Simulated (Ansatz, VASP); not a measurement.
# HC60N3 in two plane-wave programs, part 2 of 2

Wanted: the spread between two codes on one cell, functional and k mesh. The cell is taken from a series of runs on this material, whose earlier steps may have relaxed, scaled, displaced or heated it; both programs get it as it stands.

VASP 6.6.1 and Ansatz 0.2.0.

So far. Step 2 (VASP: single point, HSE06): The run ends at a pressure of -5.64 GPa, with forces up to 18 eV/Å.

## Step 3: Ansatz: single point, HSE06

Level of this step: Ansatz beside VASP: Kohn-Sham DFT, plane waves, HSE06 (Ansatz).

Ansatz runs on its default PAW (the set named soft_2) files.

The same cell, functional, mesh and smearing now go to Ansatz.

input.yaml

```yaml
crystal:
  lattice:
    - [7.14316351, 0.0, 0.0]
    - [0.0, 7.14316351, 0.0]
    - [0.0, 0.0, 7.14316351]
  atoms:
    - { symbol: C, position: [-0.001560951, -0.001810493, 0.250277258] }
    - { symbol: C, position: [-0.001572775, 0.249638342, -0.001452247] }
    - { symbol: C, position: [0.249886098, -0.001824407, -0.001451234] }
    - { symbol: "N", position: [0.237428513, 0.237177615, 0.23723082] }
    - { symbol: C, position: [0.12583738, 0.125586583, 0.369091075] }
    - { symbol: C, position: [0.125275668, 0.3689811, 0.125322795] }
    - { symbol: C, position: [0.369232078, 0.125021935, 0.125322865] }
    - { symbol: C, position: [0.000413145, 0.000161681, 0.749443915] }
    - { symbol: C, position: [0.002933131, 0.252292973, 0.497311882] }
    - { symbol: C, position: [0.252544505, 0.002681623, 0.497311879] }
    - { symbol: C, position: [0.252543982, 0.25229248, 0.746925465] }
    - { symbol: C, position: [0.125267161, 0.125017133, 0.872951819] }
    - { symbol: C, position: [0.125833187, 0.380512087, 0.624022329] }
    - { symbol: C, position: [0.380764061, 0.1255831, 0.624021733] }
    - { symbol: C, position: [0.374869819, 0.37461837, 0.874932941] }
    - { symbol: C, position: [0.002416187, 0.497061213, 0.252545337] }
    - { symbol: C, position: [-0.000124271, 0.748948684, 0.00065779] }
    - { symbol: C, position: [0.251017777, 0.498017985, 0.001537799] }
    - { symbol: C, position: [0.251016653, 0.748069651, 0.251587887] }
    - { symbol: C, position: [0.125273908, 0.624282998, 0.380624508] }
    - { symbol: C, position: [0.124339431, 0.873270482, 0.125596429] }
    - { symbol: C, position: [0.376467589, 0.625591798, 0.124014361] }
    - { symbol: C, position: [0.374869559, 0.874671887, 0.374987273] }
    - { symbol: C, position: [-0.001559771, 0.499328235, 0.751417168] }
    - { symbol: C, position: [-0.001573701, 0.751057942, 0.499966471] }
    - { symbol: "N", position: [0.237422817, 0.512366125, 0.512426514] }
    - { symbol: C, position: [0.249886408, 0.751054885, 0.751428653] }
    - { symbol: C, position: [0.124339735, 0.624009687, 0.876336689] }
    - { symbol: C, position: [0.125267015, 0.876653601, 0.62458735] }
    - { symbol: C, position: [0.369228848, 0.624280582, 0.624580498] }
    - { symbol: C, position: [0.374778409, 0.874591648, 0.875011513] }
    - { symbol: C, position: [0.497313257, 0.002165532, 0.252546402] }
    - { symbol: C, position: [0.498268078, 0.250765974, 0.001538763] }
    - { symbol: C, position: [0.749200201, -0.000374162, 0.000657159] }
    - { symbol: C, position: [0.748321198, 0.250765264, 0.251588802] }
    - { symbol: C, position: [0.624533662, 0.125023479, 0.380626631] }
    - { symbol: C, position: [0.625838803, 0.376216275, 0.124017884] }
    - { symbol: C, position: [0.873522699, 0.124090315, 0.125594553] }
    - { symbol: C, position: [0.874922729, 0.374618321, 0.374987536] }
    - { symbol: C, position: [0.499578246, -0.001809486, 0.751416217] }
    - { symbol: "N", position: [0.512615342, 0.237176987, 0.512426045] }
    - { symbol: C, position: [0.751306241, -0.00182609, 0.499967501] }
    - { symbol: C, position: [0.751306908, 0.249634222, 0.751428915] }
    - { symbol: C, position: [0.624260764, 0.124088799, 0.876336648] }
    - { symbol: C, position: [0.624534095, 0.368977974, 0.624583334] }
    - { symbol: C, position: [0.876905135, 0.125014771, 0.624587158] }
    - { symbol: C, position: [0.87484002, 0.374529678, 0.875012859] }
    - { symbol: C, position: [0.50636139, 0.50611389, 0.243492511] }
    - { symbol: C, position: [0.498747609, 0.750640255, -0.001035162] }
    - { symbol: C, position: [0.750886253, 0.498497046, -0.001031812] }
    - { symbol: C, position: [0.750882939, 0.750631544, 0.251103114] }
    - { symbol: C, position: [0.625837813, 0.625586828, 0.373388446] }
    - { symbol: C, position: [0.624232879, 0.87591766, 0.125621514] }
    - { symbol: C, position: [0.876167324, 0.62398053, 0.125622076] }
    - { symbol: C, position: [0.874838389, 0.874588882, 0.375072047] }
    - { symbol: C, position: [0.497311985, 0.497059503, 0.74743796] }
    - { symbol: C, position: [0.498267969, 0.748068584, 0.498840465] }
    - { symbol: C, position: [0.748321147, 0.498017136, 0.498841186] }
    - { symbol: C, position: [0.749200725, 0.748948619, 0.749979405] }
    - { symbol: C, position: [0.624233077, 0.623983113, 0.873685636] }
    - { symbol: C, position: [0.624261342, 0.873270301, 0.625517777] }
    - { symbol: C, position: [0.873523354, 0.624012105, 0.625516016] }
    - { symbol: C, position: [0.874674597, 0.874423687, 0.87518193] }
    - { symbol: H, position: [0.438894455, 0.438654549, 0.310942049] }
basis:
  ecutwfc: 420
  xc_grid: 2
hamiltonian:
  xc: hse06
kpoints:
  mp_grid: { grid: [1, 1, 1] }
scf:
  occupations: { method: fermi_dirac, width: 0.01 }
  max_iter: 120
output:
  forces: true
checkpoint:
  read: "../relax.run"
```

The run is started by

```console
ansatz run input.yaml --threads 4 --pin off --max-ram 7536MiB --backend cpu --events-out ev --progress --plain --runs-dir out
```

What it wrote:

```text
Warning: the atoms were moved onto the symmetric positions of the space group found under crystal.symmetry.tolerance 1.0e-5 (fractional; no operation is sought that the atoms, as they stand in a round, miss by more than twice it, and no atom is moved by as much as it), and the run uses the moved positions. Before a round's move an operation carried an atom to 8.18e-5 Å from where it should land, the largest such dist [...]
[...]
Frozen-core exchange: fock
SCF iter   1: F=—  HF=-16210.011091 eV  |F-HF|=—  |Δ(HF+E_count)|=         —  Δρ=9.84e-3  dr2=1.67e-1  ethr=4.74e-6  ⟨swp⟩=10.0  Hψ=984  notcnv=0
preconditioner: auto → none  [insulator: Δε(μ)=5.101 eV  Ē_g=19.548 eV  σ=0.010 eV  W_gap=1.00  n_scr=92 (ndim 8)  ℏωp=31.1 eV  f_vac=0.000  D(μ)=0.00/eV (n_scr^D=0)]
SCF iter   2: F=—  HF=-16209.942499 eV  |F-HF|=—  |Δ(HF+E_count)|=   6.86e-2  Δρ=3.58e-3  dr2=2.25e-2  ethr=4.74e-6  ⟨swp⟩=5.0  Hψ=638  notcnv=0
SCF iter   3: F=—  HF=-16210.007449 eV  |F-HF|=—  |Δ(HF+E_count)|=   6.49e-2  Δρ=1.65e-3  dr2=8.35e-3  ethr=4.74e-6  ⟨swp⟩=5.0  Hψ=641  notcnv=0
SCF iter   4: F=—  HF=-16210.005655 eV  |F-HF|=—  |Δ(HF+E_count)|=   1.79e-3  Δρ=5.81e-4  dr2=2.82e-3  ethr=3.24e-6  ⟨swp⟩=4.0  Hψ=545  notcnv=0
SCF iter   5: F=—  HF=-16210.004920 eV  |F-HF|=—  |Δ(HF+E_count)|=   7.35e-4  Δρ=2.33e-4  dr2=1.51e-4  ethr=1.08e-6  ⟨swp⟩=3.0  Hψ=457  notcnv=0
SCF iter   6: F=—  HF=-16210.005850 eV  |F-HF|=—  |Δ(HF+E_count)|=   9.29e-4  Δρ=1.89e-4  dr2=1.27e-4  ethr=2.71e-8  ⟨swp⟩=5.0  Hψ=554  notcnv=0
SCF iter   7: F=-16210.005804 eV  HF=-16210.005811 eV  |F-HF|=6.08e-6  |Δ(HF+E_count)|=   3.91e-5  Δρ=4.20e-5  dr2=8.35e-6  ethr=2.71e-8  ⟨swp⟩=4.0  Hψ=410  notcnv=0
SCF 2 stopped early in 7 iterations: F = -16210.005804 eV  dr2 = 8.35e-6
  Residual-converged pass: ⟨swp⟩=4.0  Hψ=461  notcnv=0  max |occ|·‖R‖ = 5.1e-6 eV (tolerance 6.7e-6 eV)  dr2=8.44e-6  dr2_onsite=8.85e-8  max |Δocc| = 0.0e0
  greatest PAW one-centre occupation: 0.779 electrons in one spin orbital (limit 2), on the N atom at site 40 (counted from 0), in its partial waves of l = 0
hybrid outer 1: dexx = +7.605e-2 eV, tail = 4.65e-5 eV
Exchange kernel: α = 0.2500, screened, ω = 0.2079 Å⁻¹, Wigner–Seitz truncation, v(0) = 704.2316 eV·Å³, q-mesh 1×1×1, nearest image of the exchange supercell L = 7.14 Å, pair-density grid 45×45×45, without the augmentation charges, whose exchange is taken in its separable form (the finest that the files' search goes to)
Frozen-core exchange: fock
SCF iter   1: F=—  HF=-16210.004838 eV  |F-HF|=—  |Δ(HF+E_count)|=         —  Δρ=3.10e-5  dr2=2.49e-6  ethr=9.08e-8  ⟨swp⟩=7.0  Hψ=544  notcnv=0
preconditioner: auto → none  [insulator: Δε(μ)=5.129 eV  Ē_g=19.561 eV  σ=0.010 eV  W_gap=1.00  n_scr=92 (ndim 8)  ℏωp=31.1 eV  f_vac=0.000  D(μ)=0.00/eV (n_scr^D=0)]
SCF iter   2: F=—  HF=-16210.004837 eV  |F-HF|=—  |Δ(HF+E_count)|=   5.77e-7  Δρ=7.73e-6  dr2=1.33e-7  ethr=8.91e-10  ⟨swp⟩=3.0  Hψ=410  notcnv=0
SCF iter   3: F=—  HF=-16210.004838 eV  |F-HF|=—  |Δ(HF+E_count)|=   8.07e-7  Δρ=6.95e-6  dr2=1.44e-7  ethr=2.58e-11  ⟨swp⟩=7.0  Hψ=630  notcnv=0
SCF iter   4: F=-16210.004838 eV  HF=-16210.004838 eV  |F-HF|=1.52e-9  |Δ(HF+E_count)|=   4.17e-8  Δρ=1.20e-6  dr2=3.61e-9  ethr=2.58e-11  ⟨swp⟩=4.0  Hψ=417  notcnv=0
SCF 3 converged in 4 iterations: F = -16210.004838 eV  dr2 = 3.61e-9
  Residual-converged pass: ⟨swp⟩=2.0  Hψ=316  notcnv=0  max |occ|·‖R‖ = 3.1e-6 eV (tolerance 4.6e-6 eV)  dr2=3.66e-9  dr2_onsite=1.20e-10  max |Δocc| = 0.0e0
hybrid outer 2: dexx = +8.792e-7 eV, tail = 9.48e-9 eV, Δε = 9.65e-4 eV (about 1.55e-5 eV left of the loop's levels), ΔF = 2.33e-3 eV/Å (tail 1.68e-4)
hybrid SCF converged: 2 outer / 11 inner (+3 warm-up), last move |dexx| = 8.79e-7 eV, tail = 9.48e-9 eV
Stability not checked: this state was not tested for a lower state beside it, because the functional holds exact exchange (a hybrid, or Hartree-Fock), whose exchange loop this test does not read (fock_operator; see scf.lower_state_search)
Free energy (F): -16210.004838 eV
Frozen-core exchange: fock
Harris-Foulkes:  -16210.004838 eV  (|F-HF|=1.52e-9)
Internal energy: -16210.004838 eV  (E = F + TS)
E sigma→0 (E₀):  -16210.004838 eV
Fermi energy:    15.225619 eV
--- Per-component energies (eV) ---
  E_band       = 640.836285
  E_kinetic    = 5951.209549
  E_local      = -4290.934289  (includes V_loc(G=0)·N_el)
  E_nonlocal   = 1701.167902
  E_hartree    = 988.439298
  E_xc         = -2517.400054
  E_vxc        = -3097.816964  (∫ρ·V_xc dr)
  E_exx        = -592.273297  (= α·E_x^exact, valence–valence)
  E_paw        = -6336.694757  (= ΣΔE_a)
  E_vpaw       = -415.121890  (= ΣTr[D̂ρ^β])
  E_aug_tail   = -0.001273  (compensation charges beyond the density's cutoff)
  E_ewald      = -11112.418383
  E_core_change = -1.099535  (= ΣΔE_core)
  E_smearing   = -0.000000  (= −TS)
  E_closure    = -0.000000  (closes the sum)
  Σ components = -16210.004838   (vs F -16210.004838, Δ=1.82e-12)
--- Forces (eV/Å), atoms counted from 1 ---
  atom   1  C     -0.00401517    -0.00391656    -0.01411627
  atom   2  C     -0.00312638     0.00415825    -0.00712314
  atom   3  C      0.00438788    -0.00292037    -0.00737799
  atom   4  N      0.10679537     0.10586981    -0.01014064
  atom   5  C      0.04465201     0.04465547     0.00365581
  atom   6  C      0.01342182    -0.02416258     0.02165242
  atom   7  C     -0.02420429     0.01390865     0.02168489
  atom   8  C      0.00308546     0.00327212    -0.00327212
  atom   9  C     -0.00717902     0.00174727    -0.00174727
  atom  10  C      0.00180944    -0.00676298    -0.00183612
  atom  11  C      0.00180944     0.00183612     0.00676298
  atom  12  C      0.00160048     0.00155370     0.00444228
  atom  13  C      0.04465201    -0.00365581    -0.04465547
  atom  14  C     -0.00390497     0.04503771    -0.04503771
  atom  15  C     -0.00124750    -0.00132100    -0.01024207
  atom  16  C      0.00737202     0.00526944    -0.00526944
  atom  17  C     -0.00248805    -0.00014371     0.00014371
  atom  18  C     -0.01836671     0.00561493    -0.00441260
  atom  19  C     -0.01836671     0.00441260    -0.00561493
  atom  20  C      0.01342182    -0.02165242     0.02416258
  atom  21  C      0.00407033     0.00447064    -0.00505658
  atom  22  C     -0.07567839    -0.01339056     0.01339056
  atom  23  C     -0.00124750     0.01024207     0.00132100
  atom  24  C     -0.00401517     0.01411627     0.00391656
[...]
atom  57  C      0.00550730     0.00436866     0.01835737
  atom  58  C      0.00376703     0.00547655     0.01802314
  atom  59  C     -0.00020980    -0.00003283     0.00257868
  atom  60  C     -0.00036932    -0.00031231    -0.00710726
  atom  61  C      0.00484812     0.00440788    -0.00433474
  atom  62  C      0.00404687     0.00465210    -0.00405834
  atom  63  C      0.00141012     0.00128817    -0.00128817
  atom  64  H    -10.32118080   -10.31997722    10.31997722
  max |Σ_I F_I| component: 1.02e-4 eV/Å
--- Band table (eV) ---
  k-point 0: bands = ["-11.3954", "-9.6539", "-9.6538", "-9.1339", "-8.7162", "-8.7162", "-8.4971", "-7.4355", "-7.4355", "-6.8192", "-6.3986", "-6.3986", "-6.3614", "-6.3321", "-6.3321", "-6.2405", "-6.1841", "-6.1841", "-5.9042", "-5.2009", "-5.1758", "-5.1758", "-4.8905", "-2.4091", "-2.4090", "-2.2941", "-2.2202", "-2.2202", "-2.2082", "-1.8530", "-1.8530", "-1.8147", "-1.4795", "-1.3221", "-1.3221", "-1.1653", " [...]
  guard bands above this table: 63 of the run's 192 bands. The solve was not asked for them (output.publish_guard_bands: true or output.eigenvalues: true publishes all)
```

In the SCF lines HF is the Harris–Foulkes energy and dr2 the Hartree energy of the density residual, in eV; the loop may stop once dr2 is under the threshold and the program's other checks hold. Hψ counts applications of the Hamiltonian.

## Step 4: Side by side

Known differences besides the potentials themselves: exact exchange at q = 0 is treated differently, which shows on coarse meshes; VASP keeps PBE cores, Ansatz makes them for the functional; the cutoff is 420 eV in Ansatz and 520 eV in VASP (PREC = Accurate, projectors in real space); VASP takes a coarser grid for exact exchange (PRECFOCK = Fast). Total energies have different zeros and are not compared.

Both answers:

| quantity | Ansatz | VASP | difference |
| --- | --- | --- | --- |
| gap on the k mesh (eV) | 5.129 | 5.175 | -0.047 |

Forces on 8 of the 64 atoms, those with the largest forces and the largest differences (eV/Å; atoms numbered as in POSCAR):

| atom | Ansatz x, y, z | VASP x, y, z |
| --- | --- | --- |
| C12 | 0.045, -0.004, -0.045 | 0.037, -0.036, -0.044 |
| C45 | 10.248, 10.246, -10.246 | 10.290, 10.288, -10.276 |
| C46 | 0.044, -0.064, 0.064 | 0.050, -0.070, 0.063 |
| C47 | -0.063, 0.043, 0.063 | -0.070, 0.049, 0.062 |
| N61 | 0.107, 0.106, -0.010 | 0.118, 0.117, 0.000 |
| N62 | 0.107, 0.010, -0.106 | 0.120, 0.003, -0.116 |
| N63 | 0.012, 0.106, -0.106 | 0.003, 0.119, -0.116 |
| H64 | -10.321, -10.320, 10.320 | -10.397, -10.396, 10.396 |

The forces differ by 14 meV/Å r.m.s., which is 0.7 % of the r.m.s. force of 1.828 eV/Å (both taken over all components). A gap on the mesh is an upper bound, since the band edges may lie between its points.

## Step 5: Summary of results

```yaml
r_m_s_force_difference_single_point_hse06: 0.74 % of the r.m.s. force
difference_in_gap_on_the_k_mesh_single_point_hse06: -0.047 eV
```

**Reading.** The difference in gap on the k mesh is -0.047 eV (single point, HSE06), within the 0.08 eV picked in this series as the mark of a large difference. How closely two codes agree says nothing of how well the functional describes the real material.

[Lines on the potential files, build, host, timing and source positions are cut from VASP's logs without a mark.]

[Logs are printed without paths, hosts, clocks, repeated set-up lines and the standing remarks that a program may print on its own settings, such as how far it seeks lower states.]

[Hosts, paths, dates, database ids (printed as entryN), source tags and the programs' standing remarks are cut or masked in the printed files.]
